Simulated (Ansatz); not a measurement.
## Relaxation of Ga₁₆HO₂₄

The calculation used DFT PBEsol, scalar-relativistic, plane waves, PAW in Ansatz 0.2.0. Run with 420 eV cutoff, 2×2×2 k-mesh, shifted by half a step, Gaussian smearing of 0.01 eV, no spin polarisation.

What was changed: H interstitial, charge -1, atoms relaxed at the host's cell.

In a supercell of 41 atoms the defect feels its periodic images.

Spin polarisation was left out.

Command:

```bash
ansatz run input.yaml --threads 4 --pin off --max-ram 10240MiB --backend cpu --events-out ev --progress --plain --runs-dir out
```

Input:

```yaml
crystal:
  lattice:
    - [-4.7582679566, -1.5236550176, -5.647814719]
    - [-6.1387111721, 4.5709650529, -0.0036336926]
    - [1.3804432155, 6.0946200705, -5.6441810265]
  atoms:
    - { symbol: Ga, position: [0.6469459973, 0.6675474388, 0.6594002065] }
    - { symbol: Ga, position: [0.8966331443, 0.4138245212, 0.4154798987] }
    - { symbol: Ga, position: [0.1435148731, 0.177237622, 0.1587804382] }
    - { symbol: Ga, position: [0.4007988191, 0.9185586855, 0.9096182457] }
    - { symbol: Ga, position: [0.5827115227, 0.0927617683, 0.0858274175] }
    - { symbol: Ga, position: [0.8460271936, 0.835824985, 0.8219242292] }
    - { symbol: Ga, position: [0.0969422111, 0.5797628002, 0.5875248677] }
    - { symbol: Ga, position: [0.3439473673, 0.3312075521, 0.3410666015] }
    - { symbol: Ga, position: [0.4604968495, 0.7135832835, 0.3271357989] }
    - { symbol: Ga, position: [0.7102379926, 0.4615782823, 0.074261071] }
    - { symbol: Ga, position: [0.9647002246, 0.2162351582, 0.8276363783] }
    - { symbol: Ga, position: [0.2125879142, 0.9667198623, 0.5780085429] }
    - { symbol: Ga, position: [0.7780610762, 0.0358093282, 0.4175958122] }
    - { symbol: Ga, position: [0.0569051331, 0.7839154118, 0.1775620889] }
    - { symbol: Ga, position: [0.2795202136, 0.5379311229, 0.9163563358] }
    - { symbol: Ga, position: [0.5319942531, 0.2835825148, 0.6711654146] }
    - { symbol: O, position: [0.4984420191, 0.4925120145, 0.7551965594] }
    - { symbol: O, position: [0.7460278872, 0.24132077, 0.5052622566] }
    - { symbol: O, position: [-0.0045990502, 1.0023920876, 0.2525778493] }
    - { symbol: O, position: [0.2512835222, 0.7454172802, 0.0002501474] }
    - { symbol: O, position: [0.7499133637, 0.2474347791, 0.9961151947] }
    - { symbol: O, position: [0.9984109057, 0.0047331461, 0.7465447043] }
    - { symbol: O, position: [0.2436180901, 0.7580252548, 0.4939284661] }
    - { symbol: O, position: [0.4877407361, 0.5082573406, 0.2435706291] }
    - { symbol: O, position: [0.41288815, 0.9353009809, 0.1451919969] }
    - { symbol: O, position: [0.6565564572, 0.6897073022, 0.8988523666] }
    - { symbol: O, position: [0.9056389295, 0.4355923041, 0.6502215395] }
    - { symbol: O, position: [0.1543084375, 0.1876713844, 0.3994237096] }
    - { symbol: O, position: [0.8357585488, 0.8147197246, 0.5939185843] }
    - { symbol: O, position: [0.0877526786, 0.5636206393, 0.3508915792] }
    - { symbol: O, position: [0.3322200676, 0.3192789405, 0.0967750836] }
    - { symbol: O, position: [0.5932984122, 0.0619126658, 0.8507107362] }
    - { symbol: O, position: [0.0659765648, 0.5984974416, 0.8178577166] }
    - { symbol: O, position: [0.3177546017, 0.3437193839, 0.5727655635] }
    - { symbol: O, position: [0.5652318639, 0.0970494441, 0.3175050737] }
    - { symbol: O, position: [0.8345122817, 0.8345505163, 0.0771016478] }
    - { symbol: O, position: [0.1777222287, 0.1547389649, 0.9287412481] }
    - { symbol: O, position: [0.4274880556, 0.9044188139, 0.6774812954] }
    - { symbol: O, position: [0.6765258146, 0.6534280476, 0.4254349263] }
    - { symbol: O, position: [0.9169875882, 0.416392879, 0.1774959273] }
    - { symbol: H, position: [0.8054529454, 0.7107448076, 0.1400676705] }
  host:
    lattice:
      - [6.1387111721, -1.5236550176, 0.0036336926]
      - [6.1387111721, 1.5236550176, 0.0036336926]
      - [-1.3804432155, 0.0, 5.6441810265]
    atoms:
      - { symbol: Ga, position: [0.3412681382, 0.3412681382, 0.685422622] }
      - { symbol: Ga, position: [0.6587318618, 0.6587318618, 0.314577378] }
      - { symbol: Ga, position: [0.9094801632, 0.9094801632, 0.2046027064] }
      - { symbol: Ga, position: [0.0905198368, 0.0905198368, 0.7953972936] }
      - { symbol: O, position: [0.5037665326, 0.5037665326, 0.7440692519] }
      - { symbol: O, position: [0.4962334674, 0.4962334674, 0.2559307481] }
      - { symbol: O, position: [0.8267804944, 0.8267804944, 0.4372337352] }
      - { symbol: O, position: [0.1732195056, 0.1732195056, 0.5627662648] }
      - { symbol: O, position: [0.1652766836, 0.1652766836, 0.1095913511] }
      - { symbol: O, position: [0.8347233164, 0.8347233164, 0.8904086489] }
total_charge: -1
basis:
  ecutwfc: 420
  xc_grid: 2
kpoints:
  mp_grid: { grid: [2, 2, 2], shift: [0.5, 0.5, 0.5] }
hamiltonian:
  xc: pbesol
scf:
  occupations: { method: gaussian, width: 0.01 }
output:
  forces: true
  stress: false
  eigenvalues: true
  charged_corrections:
    defect_position: [0.6547619, 0.70238095, 0.13690476]
    epsilon:
      - [11.0618, 0.0, -0.7607]
      - [0.0, 10.9234, 0.0]
      - [-0.7607, 0.0, 13.6001]
relax:
  adjacent_minimum: "off"
  f_tol: 0.025
  max_steps: 45
```

F is the free energy.

Steps:

| step | F − F(1) (eV) | largest force component (eV/Å) |
| --- | --- | --- |
| 1 | 0.0000 | 0.777 |
| 2 | -0.0355 | 0.471 |
| 3 | -0.0524 | 0.075 |
| 4 | -0.0535 | 0.022 |

Relaxed structure:

```cif
data_structure
_symmetry_space_group_name_H-M 'P 1'
_symmetry_Int_Tables_number 1
_cell_length_a 7.5406
_cell_length_b 7.6536
_cell_length_c 8.4206
_cell_angle_alpha 72.477
_cell_angle_beta 75.384
_cell_angle_gamma 67.307
_cell_volume 422.39
loop_
_atom_site_label
_atom_site_type_symbol
_atom_site_fract_x
_atom_site_fract_y
_atom_site_fract_z
_atom_site_occupancy
Ga1 Ga 0.64711 0.66857 0.65885 1
Ga2 Ga 0.89671 0.41511 0.41449 1
Ga3 Ga 0.14396 0.17784 0.15794 1
Ga4 Ga 0.40088 0.91998 0.90844 1
Ga5 Ga 0.58316 0.09231 0.08599 1
Ga6 Ga 0.84642 0.83507 0.82235 1
Ga7 Ga 0.09715 0.57934 0.58739 1
Ga8 Ga 0.34402 0.33033 0.34127 1
Ga9 Ga 0.45930 0.71470 0.32938 1
Ga10 Ga 0.70567 0.46185 0.07705 1
Ga11 Ga 0.96502 0.21678 0.82713 1
Ga12 Ga 0.21301 0.96701 0.57753 1
Ga13 Ga 0.77802 0.03601 0.41755 1
Ga14 Ga 0.05710 0.78415 0.17744 1
Ga15 Ga 0.27993 0.53769 0.91635 1
Ga16 Ga 0.53177 0.28356 0.67099 1
O1 O 0.49861 0.49343 0.75420 1
O2 O 0.74604 0.24260 0.50449 1
O3 O 0.99546 0.00360 0.25225 1
O4 O 0.25171 0.74655 0.99898 1
O5 O 0.75039 0.24692 0.99626 1
O6 O 0.99877 0.00420 0.74666 1
O7 O 0.24425 0.75715 0.49429 1
O8 O 0.49149 0.50528 0.24451 1
O9 O 0.40946 0.93476 0.14830 1
O10 O 0.65940 0.68637 0.89947 1
O11 O 0.90546 0.43591 0.64933 1
O12 O 0.15430 0.18762 0.39896 1
O13 O 0.83704 0.81469 0.59373 1
O14 O 0.08819 0.56340 0.35129 1
O15 O 0.33300 0.31959 0.09725 1
O16 O 0.59360 0.06227 0.85047 1
O17 O 0.06603 0.59708 0.81808 1
O18 O 0.31718 0.34278 0.57306 1
O19 O 0.56464 0.09533 0.31845 1
O20 O 0.83105 0.83198 0.07797 1
O21 O 0.17880 0.15657 0.92721 1
O22 O 0.42836 0.90641 0.67608 1
O23 O 0.67681 0.65501 0.42480 1
O24 O 0.91848 0.41672 0.17688 1
H1 H 0.80119 0.71099 0.14017 1
```

The run converged. The run took 30 s on 4 threads of Intel(R) Xeon(R) 6975P-C (Granite Rapids) (shared host), peak memory 2.1 GiB.